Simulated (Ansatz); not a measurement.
# IrO2 (P4_2/mnm): equation of state

The task here is to estimate one member of a computed series from the others.

Program: Ansatz 0.2.0. Level of theory: DFT PBE+U (U_eff = 2 eV on Ir 5d), scalar-relativistic, plane waves, PAW. These are calculated values, not measurements.

3 further runs of the same task are left out: 1 for a known fault of the program, 2 that didn't finish. Runs told in other sessions of the task aren't counted.

**The system as given**

Symmetry: P4_2/mnm, No. 136, tetragonal system. Conventional cell: a = 4.540 Å, b = 4.540 Å, c = 3.174 Å, α = 90.00°, β = 90.00°, γ = 90.00°. Around Ir (site symmetry mmm) lie 6 O at 1.98 to 2.01 Å. O (site symmetry m2m) has 3 Ir at 1.98 to 2.01 Å in its first shell of neighbours.

As a file:

```cif
data_structure
_symmetry_space_group_name_H-M 'P 1'
_symmetry_Int_Tables_number 1
_cell_length_a 4.5396
_cell_length_b 4.5396
_cell_length_c 3.1744
_cell_angle_alpha 90.000
_cell_angle_beta 90.000
_cell_angle_gamma 90.000
_cell_volume 65.42
loop_
_atom_site_label
_atom_site_type_symbol
_atom_site_fract_x
_atom_site_fract_y
_atom_site_fract_z
_atom_site_occupancy
Ir1 Ir 0.00000 0.00000 0.00000 1
Ir2 Ir 0.50000 0.50000 0.50000 1
O1 O 0.30794 0.30794 0.00000 1
O2 O 0.19206 0.80794 0.50000 1
O3 O 0.69206 0.69206 0.00000 1
O4 O 0.80794 0.19206 0.50000 1
```

This cell comes from an earlier session at PBE+U (U_eff = 2 eV on Ir 5d): 10.903 Å³/atom at 0.02 GPa, on a 6×6×8 mesh.

Volume factors to run: 0.980, 1.020, 0.960, 1.040, 1.070, 1.100, 0.945.

Set-up of the first run:

File input.yaml:

```yaml
crystal:
  lattice:
    - [4.5091647887, 0.0, 0.0]
    - [0.0, 4.5091647887, 0.0]
    - [0.0, 0.0, 3.1531100346]
  atoms:
    - { symbol: Ir, position: [0.0, 0.0, 0.0], spin: 0.05 }
    - { symbol: Ir, position: [0.5, 0.5, 0.5], spin: 0.05 }
    - { symbol: O, position: [0.3079395644, 0.3079395644, 0.0] }
    - { symbol: O, position: [0.1920604356, 0.8079395644, 0.5] }
    - { symbol: O, position: [0.6920604356, 0.6920604356, 0.0] }
    - { symbol: O, position: [0.8079395644, 0.1920604356, 0.5] }
basis:
  ecutwfc: 420
  ecutrho_ratio: 4
kpoints:
  mp_grid: { grid: [6, 6, 8] }
hamiltonian:
  xc: pbe
  hubbard:
    sites:
      - { species: Ir, l: d, u_eff: 2.0, starting_ns: start.occupation_matrices }
    ns_hold: { iters: 6 }
scf:
  occupations: { method: gaussian, width: 0.05 }
  lower_state_search: "off"
output:
  forces: true
  stress: true
  eigenvalues: true
  populations: true
magnetization:
  spin_polarized: true
relax:
  f_tol: 0.01
  max_steps: 40
  cell: { stress_tol: 0.1, fix: [volume] }
```

start.occupation_matrices holds the open shells' occupation matrices from the neighbouring geometry.

Started as:

```bash
$ ansatz run input.yaml --threads 4 --pin off --max-ram 7168MiB --backend cpu --events-out ev --progress --plain --runs-dir out
```

Steps of the session up to this table: Volume × 0.980; Scaling the volume by 1.020; Scaling the volume by 0.960; At 1.040 of the relaxed volume; Scaling the volume by 1.070; Scaling the volume by 1.100; Volume × 0.945.

One of the session's tables, all rows but one given; the rest of the session is left out.

It belongs to the step «Energy and pressure against volume». 

| volume (Å³/atom) | energy (meV/atom) | pressure (GPa) |
| --- | --- | --- |
| 10.304 | 29.92 | 16.85 |
| 10.467 | 15.36 | 11.73 |
| 10.685 | 3.71 | 5.54 |
| 10.903 | 0.00 | 0.02 |
| 11.121 | 3.41 | -4.93 |
| 11.339 | 13.14 | -9.31 |
| 11.666 | ? | ? |
| 11.994 | 73.55 | -19.69 |

Q: Estimate the row for volume (Å³/atom) = 11.666 from the others.

Worked estimate for «energy (meV/atom)». A straight line through the neighbours (11.339, 13.14) and (11.994, 73.55) gives 13.14 + (73.55 − 13.14) × (11.666 − 11.339) / (11.994 − 11.339) = 43.30; a parabola fitted to 3 rows on both sides gives 37.45.

The run gave: energy (meV/atom): 38.06; pressure (GPa): -14.98. In «energy (meV/atom)» the line misses by +5.24 and the parabola by -0.61.

To keep in mind: Warnings in the runs' records: seeded moment not kept, filled band counts differ across k points, stability check not made.
